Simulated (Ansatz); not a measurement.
**What a trial cell of Se relaxes into**

The calculation used DFT r2SCAN, scalar-relativistic, plane waves, PAW in Ansatz. Cutoff 500 eV, Γ-centred k mesh, Gaussian smearing, no spin polarisation in the final step.

This is the end of a relaxation of cell and atoms.

```xyz
3
Lattice="1.8649 1.0767 6.3540 -1.8649 1.0767 6.3540 0.0000 -2.1534 6.3540" Properties=species:S:1:pos:R:3 pbc="T T T"
Se    0.0000    0.0000    0.0000
Se    0.0000    0.0000    4.7901
Se    0.0000    0.0000   14.2720
```

Energies count from the standard state of Se at the same level.

(1) What space group does it have?

(2) How far above the standard state of Se does it lie?

(3) Is it a metal?

Answers

(1) R-3m (No. 166). Conventional cell: a = 3.730 Å, c = 19.062 Å. Se on Wyckoff site a (1 atom of the primitive cell) has 6 Se at 2.66 Å; Se on Wyckoff site c (2 atoms of the primitive cell) has 3 Se at 2.66 Å.

(2) 0.224 eV/atom.

(3) No, the gap on the 12×12×12 mesh is 0.46 eV.

The final run used a 12×12×12 mesh on its 3-atom cell and 0.02 eV smearing. Weakly bound directions are ill-defined at this level, which has no dispersion term. The cell came from a trial start, so Se may not exist in this structure.